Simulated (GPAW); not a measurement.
Input of a GPAW 26.7.0 run:

Contents of run.py:

```python
from ase import Atoms
from ase.dft.bandgap import bandgap
from ase.io import write
from ase.units import GPa
from gpaw import GPAW, PW

atoms = Atoms(['Se', 'Ca'],
              cell=[[0.0, 2.956, 2.956],
                    [2.956, 0.0, 2.956],
                    [2.956, 2.956, 0.0]],
              scaled_positions=[[0.5, 0.5, 0.5],
                                [0.0, 0.0, 0.0]],
              pbc=True)

calc = GPAW(mode=PW(600),
            xc='MGGA_X_R2SCAN+MGGA_C_R2SCAN',
            kpts={'size': (8, 8, 8), 'gamma': True},
            occupations={'name': 'fermi-dirac', 'width': 0.05},
            nbands=16,
            convergence={'density': 1e-05, 'energy': 1e-05},
            maxiter=150,
            txt='gpaw.txt')
atoms.calc = calc
energy = atoms.get_potential_energy()
forces = atoms.get_forces()
stress = atoms.get_stress()
calc.write('gs.gpw')
write('result.traj', atoms)
print(f'Energy: {energy:.6f} eV')
print('Forces (eV/A):')
print(forces.round(4))
print('Stress (GPa):', (stress / GPa).round(3))
print('Fermi level:', round(calc.get_fermi_level(), 4), 'eV')
print(f'Gap: {bandgap(calc)[0]:.4f} eV, direct: {bandgap(calc, direct=True)[0]:.4f} eV')

path = atoms.cell.bandpath('GXWKGLUWLK,UX', npoints=100, eps=1e-4)
bs_calc = calc.fixed_density(kpts=path, symmetry='off', nbands=28,
                             convergence={'bands': 'CBM+6.0', 'eigenstates': 1e-6}, txt='bands.txt')
bs = bs_calc.band_structure()
bs.write('bs.json')
print(f'Gap on the path: {bandgap(bs_calc)[0]:.4f} eV')
```

Potentials or basis: GPAW PAW data sets (gpaw-data 1.2.1), pw.

The run is started by

```console
$ OMP_NUM_THREADS=1 python run.py
```

(1) Predict the band gap on the k mesh.

(2) Estimate the band gap along the path.

## Answers

(1) 2.51 eV, indirect (least direct gap 3.46 eV).

(2) 2.51 eV, indirect (least direct gap 3.46 eV).

Caveat: the PAW data sets were made with another functional, which shifts forces and pressure a little.

**The experiment to reproduce.**

From a printed reference work, monograph, original work of 1988, for a bulk crystal of CaSe at 2 K: band gap 3.85 eV (indirect).

Measured gap of CaSe: 3.85 eV (indirect; 2 K; a printed reference work, monograph, original work of 1988). This calculation gives 2.51 eV (-1.34 eV). Spin-orbit coupling on Se is left out. The value is that of r2SCAN, without temperature or zero-point motion.
